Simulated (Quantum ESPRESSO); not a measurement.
**HgTe (Coloradoite): equation of state with PBE+D2**

**Experimental background.**

A printed reference work, monograph reports, for a bulk crystal of HgTe: bulk modulus 43 GPa.

The system is HgTe (Coloradoite).

```xyz
2
Lattice="0.0000 3.2145 3.2145 3.2145 0.0000 3.2145 3.2145 3.2145 0.0000" Properties=species:S:1:pos:R:3 pbc="T T T"
Hg    0.0000    0.0000    0.0000
Te    4.8217    4.8217    4.8217
```

```json
{"Program": "Quantum ESPRESSO 7.5", "Task": "equation of state", "Functional": "PBE", "Dispersion": "D2", "Potentials or basis": "PseudoDojo 0.4.1 SR PBE standard", "Cutoff": "1088 eV", "Density cutoff": "4354 eV", "k mesh": "7 × 7 × 7", "Occupations": "fermi-dirac, width 0.05 eV", "Spin": "no spin polarisation"}
```

```json
{
  "Equilibrium volume": "33.94 Å³/atom",
  "Bulk modulus": "40 GPa",
  "Pressure derivative of the bulk modulus": "5.4"
}
```

Energy against volume, from the lowest point:
| volume (Å³/atom) | energy (meV/atom) |
| --- | --- |
| 31.223 | 32.92 |
| 31.887 | 17.97 |
| 32.551 | 7.87 |
| 33.215 | 2.05 |
| 33.880 | 0.00 |
| 34.544 | 1.27 |
| 35.208 | 5.49 |

All runs of the series together: 3.8 min on 1 thread of AMD EPYC 7B13 (Zen 3) (shared host).

Against the measured bulk modulus of HgTe, 43 GPa (a printed reference work, monograph), the calculated 40 GPa is off by -5.9 %. The fit is for a static lattice scaled at fixed shape and fixed fractional positions.

The run has no spin-orbit coupling, so splittings on Hg, Te are missing.
